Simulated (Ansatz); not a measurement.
Notes on Sb

```
Sb
1.0
     0.00000    2.36889    2.36889
     2.36889    0.00000    2.36889
     2.36889    2.36889    0.00000
Sb
1
Direct
  0.00000 0.00000 0.00000
```

Level: PBE, no spin polarisation; 420 eV; 12×12×12 Γ-centred mesh; fermi-dirac occupations (width 0.1 eV); Ansatz 0.2.0, fixed geometry.

(1) Metal or insulator?

(2) Is the cell too large or too small?

(3) What do density and ELF say about some of the short contacts?

Origin: a known structure type with other elements, at an estimated volume, so it need not be a known compound.

## Answers

(1) It is a metal, with about 0.72 states/eV a cell as the mean within 0.25 eV of the Fermi level, mostly Sb p (90 %).

(2) The pressure is 2.3 GPa (compression positive), so with the atoms held at these fractions the cell would first expand.

(3) Sb–Sb at 3.35 Å: least valence density 0.16 e/Å³ and ELF 0.32 there. These are pseudo-fields; inside the PAW spheres they differ from the all-electron ones.
